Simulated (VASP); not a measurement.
Here is a VASP 6.6.1 calculation.

INCAR

```
PREC = Accurate
ENCUT = 520
EDIFF = 1E-6
ISMEAR = 0
SIGMA = 0.02
LREAL = F
LASPH = T
NELM = 80
ALGO = Fast
ISIF = 2
LWAVE = F
LCHARG = F
GGA = PS
KPAR = 2
```

The input KPOINTS:

```
regular mesh
0
Gamma
  6 6 6
```

File POSCAR:

```
CsSnI3
1.0
    6.2057000000      0.0000000000      0.0000000000
    0.0000000000      6.2057000000      0.0000000000
    0.0000000000      0.0000000000      6.2057000000
Cs I Sn
1 3 1
Direct
    0.0000000000      0.0000000000      0.0000000000
    0.5000000000      0.5000000000      0.0000000000
    0.5000000000      0.0000000000      0.5000000000
    0.0000000000      0.5000000000      0.5000000000
    0.5000000000      0.5000000000      0.5000000000
```

The input KPOINTS_OPT:

```
path GXMGRX,MR
10
line-mode
reciprocal
 0.0000000000  0.0000000000  0.0000000000  G
 0.0000000000  0.5000000000  0.0000000000  X

 0.0000000000  0.5000000000  0.0000000000  X
 0.5000000000  0.5000000000  0.0000000000  M

 0.5000000000  0.5000000000  0.0000000000  M
 0.0000000000  0.0000000000  0.0000000000  G

 0.0000000000  0.0000000000  0.0000000000  G
 0.5000000000  0.5000000000  0.5000000000  R

 0.5000000000  0.5000000000  0.5000000000  R
 0.0000000000  0.5000000000  0.0000000000  X

 0.5000000000  0.5000000000  0.0000000000  M
 0.5000000000  0.5000000000  0.5000000000  R
```

Potentials or basis: VASP PAW PBE potentials, release 64 (Cs_sv, I, Sn_d).

Run with:

```console
$ cat potpaw_PBE.64/Cs_sv/POTCAR potpaw_PBE.64/I/POTCAR potpaw_PBE.64/Sn_d/POTCAR > POTCAR
$ mpirun -np 2 vasp_std > vasp.out
```

Q: Estimate the band gap on the k mesh.

A: 0.26 eV, direct.

Q: What does it give for the pressure?

A: -0.6 GPa.

Q: What does it give for the band gap along the path?

A: 0.26 eV, direct.

Levels at the corners of the path, in eV from the valence-band top:
```tsv
point	band 18	band 19	band 20	band 21	band 22	band 23	band 24	band 25	band 26
Γ	-2.34	-2.34	-2.18	-2.18	-2.18	2.06	3.03	3.03	3.35
X	-2.59	-2.51	-2.31	-2.31	-1.58	1.05	3.64	3.80	4.16
X	-2.59	-2.51	-2.31	-2.31	-1.58	1.05	3.64	3.80	4.16
M	-2.66	-2.66	-2.54	-1.75	-0.78	0.72	0.72	3.96	4.15
M	-2.66	-2.66	-2.54	-1.75	-0.78	0.72	0.72	3.93	4.20
Γ	-2.34	-2.34	-2.18	-2.18	-2.18	2.06	3.03	3.03	3.35
Γ	-2.34	-2.34	-2.18	-2.18	-2.18	2.06	3.03	3.03	3.35
R	-2.53	-1.73	-1.73	-1.73	0.00	0.26	0.26	0.26	2.90
R	-2.53	-1.73	-1.73	-1.73	0.00	0.26	0.26	0.26	2.90
X	-2.59	-2.51	-2.31	-2.31	-1.58	1.05	3.64	3.80	4.19
M	-2.66	-2.66	-2.54	-1.75	-0.78	0.72	0.72	3.93	4.14
R	-2.53	-1.73	-1.73	-1.73	0.00	0.26	0.26	0.26	2.90
```

Caveat: the PAW data sets were made with another functional, which shifts forces and pressure a little; spin-orbit coupling is left out, which moves the levels of the heavy elements.
